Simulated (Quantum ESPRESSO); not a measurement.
Input of a Quantum ESPRESSO 7.5 run:

File pw.in:

```
&CONTROL
  calculation = 'scf'
  prefix = 'pwscf'
  outdir = './tmp'
  pseudo_dir = './pseudo'
  tprnfor = .true.
  tstress = .true.
  disk_io = 'nowf'
/
&SYSTEM
  ibrav = 0
  nat = 2
  ntyp = 1
  ecutwfc = 66
  nbnd = 22
  occupations = 'smearing'
  smearing = 'fd'
  degauss = 0.00367493
/
&ELECTRONS
  conv_thr = 4d-10
  electron_maxstep = 120
  mixing_beta = 0.5
/
ATOMIC_SPECIES
Bi   208.9804 Bi.upf
CELL_PARAMETERS angstrom
   3.4885980000   -3.1325780000    0.0000000000
   3.4885980000    3.1325780000    0.0000000000
  -1.2602350000    0.0000000000    3.1135500000
ATOMIC_POSITIONS crystal
Bi     0.7502280000    0.7515860000    0.8490970000
Bi     0.2471020000    0.2530770000    0.1447550000
K_POINTS automatic
6 6 9 0 0 0
```

Potentials or basis: PseudoDojo 0.4.1 SR PBEsol standard.

The run is started by

```console
$ OMP_NUM_THREADS=1 mpirun -n 2 pw.x -nk 2 -in pw.in > pw.out
```

Task: Estimate the band gap on the k mesh.

Result: None (metal or under the smearing width).

Task: Estimate the pressure.

Result: -2.6 GPa.

Stress tensor (GPa, compression positive):
```
-2.47 -0.02 -0.29
-0.02 -3.32 -0.02
-0.29 -0.02 -1.91
```

Caveat: spin-orbit coupling is left out, which moves the levels of the heavy elements.
